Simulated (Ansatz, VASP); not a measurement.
## GaS: VASP beside Ansatz

run.py

```python
from ase import Atoms
from ase.calculators.vasp import Vasp
from ase.dft.bandgap import bandgap

atoms = Atoms(
    ['Ga', 'Ga', 'Ga', 'Ga', 'S', 'S', 'S', 'S'],
    cell=[[3.585, 0.0, 0.0], [-1.7925, 3.1047010726, 0.0], [0.0, 0.0, 15.5]],
    scaled_positions=[[0.6666666667, 0.3333333333, 0.83], [0.3333333333, 0.6666666667, 0.33], [0.6666666667, 0.3333333333, 0.67], [0.3333333333, 0.6666666667, 0.17], [0.6666666667, 0.3333333333, 0.4], [0.3333333333, 0.6666666667, 0.9], [0.6666666667, 0.3333333333, 0.1], [0.3333333333, 0.6666666667, 0.6]],
    pbc=True,
)
calc = Vasp(
    directory='calc',
    xc='lda',
    pp='LDA',
    setups='gw',
    prec='Accurate',
    encut=550,
    ediff=1e-06,
    ismear=0,
    sigma=0.05,
    lreal=False,
    lasph=True,
    nelm=60,
    algo='Normal',
    isif=2,
    lwave=False,
    lcharg=True,
    lelf=True,
    lvhar=True,
    kpts=[9, 9, 2],
    gamma=True,
    nbands=48,
)
atoms.calc = calc

print('energy (eV):', atoms.get_potential_energy())
print('free energy (eV):', atoms.get_potential_energy(force_consistent=True))
print('forces (eV/A):')
print(atoms.get_forces())
print('stress (eV/A^3, Voigt):', atoms.get_stress())
print('Fermi level (eV):', calc.get_fermi_level())
gap, top, bottom = bandgap(calc)
print('band gap (eV):', gap, 'from (spin, k, band)', top, 'to', bottom)
```

Contents of input.yaml:

```yaml
crystal:
  lattice:
    - [3.585, 0.0, 0.0]
    - [-1.7925, 3.1047010726, 0.0]
    - [0.0, 0.0, 15.5]
  atoms:
    - { symbol: Ga, position: [0.6666666667, 0.3333333333, 0.83] }
    - { symbol: Ga, position: [0.3333333333, 0.6666666667, 0.33] }
    - { symbol: Ga, position: [0.6666666667, 0.3333333333, 0.67] }
    - { symbol: Ga, position: [0.3333333333, 0.6666666667, 0.17] }
    - { symbol: S, position: [0.6666666667, 0.3333333333, 0.4] }
    - { symbol: S, position: [0.3333333333, 0.6666666667, 0.9] }
    - { symbol: S, position: [0.6666666667, 0.3333333333, 0.1] }
    - { symbol: S, position: [0.3333333333, 0.6666666667, 0.6] }
hamiltonian:
  xc: lda
  pseudopotentials: { kind: paw }
kpoints:
  mp_grid: { grid: [9, 9, 2] }
scf:
  occupations: { method: gaussian, width: 0.05 }
output:
  forces: true
  stress: true
  eigenvalues: true
  write_density: true
  write_potential: true
  elf: true
  volumetric_format: npy
```

Alike in both runs: task single point; functional LDA; k mesh 9 × 9 × 2; occupations gaussian, width 0.05 eV; no spin polarisation.

```csv
,VASP,Ansatz
version,VASP 6.6.1,Ansatz 0.2.0
potentials or method,"VASP PAW LDA potentials, release 64 (Ga_d_GW, S_GW)",Ansatz PAW
plane-wave cutoff (eV),550,420
valence electrons in the cell,76,76
```

```csv
,VASP,Ansatz,Ansatz less VASP
gap on the k mesh at the Fermi level (eV),1.42,1.40,-0.020
least direct gap on the mesh (eV),1.42,1.40,-0.020
pressure (GPa),-3.3,-3.0,+0.33
largest component of the traceless stress (GPa),0.41,0.41,0.000
rms of the force components (eV/Å),0.118,0.126,+0.0078
```

Atom by atom the forces differ by 0.013 eV/Å (rms over components).

Caveats: an odd mesh through Γ misses points on the zone boundary, where band edges often lie (VASP); odd divisions of the mesh miss points on the zone boundary, where band edges often lie, so the gap on the mesh can be too wide (Ansatz); the PAW data sets come from PBE, with cores solved anew for the run's functional, which leaves a small shift of forces and pressure (Ansatz). As with any semilocal functional, this LDA gap is likely too small.
